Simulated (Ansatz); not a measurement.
C (lonsdaleite), relaxed with r2SCAN in Ansatz. It is hexagonal, P6_3/mmc (No. 194); a = 2.503 Å, c = 4.169 Å in the conventional setting, 5.66 Å³ an atom. C is surrounded by 4 C at 1.54–1.56 Å.

The axes x, y and z are those of this cell:
```xyz
4
Lattice="2.5032 0.0000 0.0000 -1.2516 2.1678 0.0000 0.0000 0.0000 4.1689" Properties=species:S:1:pos:R:3 pbc="T T T"
C     0.0000    1.4452    0.0010
C     1.2516    0.7226    2.0854
C     0.0000    1.4452    1.5624
C     1.2516    0.7226    3.6468
```

Unstrained: With PBE the valence top lies at Γ and the conduction bottom at K, 3.323 eV higher; the smallest vertical gap, at Γ, is 4.995 eV. r2SCAN gives an indirect gap of 3.596 eV, from Γ to K; the least direct gap is 5.241 eV at Γ. With HSE06 the valence top lies at Γ and the conduction bottom at K, 4.377 eV higher; the smallest vertical gap, at Γ, is 6.340 eV. Meshes: PBE 12×12×6, r2SCAN 12×12×6, HSE06 9×9×4. Strains are changes of length per length, and xy shears are angles. After each strain the atoms were relaxed again with r2SCAN within the symmetry that the strain leaves, so tilts or polar shifts that break it weren't tested; points keep the names that they have in the unstrained zone. Spin-unpolarised throughout; all numbers are computed.

Q: Apply isotropic +0.5 % on every length. How far does the gap move, against the unstrained cell?

A: PBE: the gap goes from 3.323 to 3.382 eV (+0.059 eV); with r2SCAN the top three valence levels at Γ, grouped 2+1 from the top over 499 meV, become 2+1 over 475 meV. r2SCAN: the gap goes from 3.596 to 3.654 eV (+0.058 eV). HSE06: the gap goes from 4.377 to 4.437 eV (+0.060 eV). The r2SCAN energy rises by 1.8 meV an atom.

Q: Apply uniaxial +0.5 % along x, other directions held. How far does the gap move, against the unstrained cell?

A: PBE: the gap goes from 3.323 to 3.327 eV (+0.004 eV); with r2SCAN the top three valence levels at Γ, grouped 2+1 from the top over 499 meV, become 1+1+1 over 512 meV. r2SCAN: the gap goes from 3.596 to 3.599 eV (+0.003 eV). HSE06: the gap goes from 4.377 to 4.382 eV (+0.005 eV). The r2SCAN energy rises by 0.5 meV an atom.

Q: Apply xy shear, engineering strain (angle) +5.0 %. How far does the gap move, against the unstrained cell?

A: PBE: the gap goes from 3.323 to 3.139 eV (-0.184 eV); the edges go from Γ → K to Γ → (1/3, 0.339, 0); with r2SCAN the top three valence levels at Γ, grouped 2+1 from the top over 499 meV, become 1+1+1 over 683 meV. r2SCAN: the gap goes from 3.596 to 3.406 eV (-0.190 eV); the edges go from Γ → K to Γ → (1/3, 0.339, 0). HSE06: the gap goes from 4.377 to 4.201 eV (-0.176 eV); the edges go from Γ → K to Γ → (1/3, 0.339, 0). The r2SCAN energy rises by 25.4 meV an atom.

Q: Apply epitaxial -2.0 % in the xy plane, free normal strain +0.03 %. How far does the gap move, against the unstrained cell?

A: PBE: the gap goes from 3.323 to 3.120 eV (-0.203 eV); with r2SCAN the top three valence levels at Γ, grouped 2+1 from the top over 499 meV, become 2+1 over 595 meV. r2SCAN: the gap goes from 3.596 to 3.398 eV (-0.198 eV). HSE06: the gap goes from 4.377 to 4.177 eV (-0.200 eV). The r2SCAN energy rises by 19.9 meV an atom.

The meshes of the hybrids are coarse, so their gaps aren't converged to the digits shown.

The splittings at Γ are without spin-orbit coupling, which regroups them where it is of like size or larger.
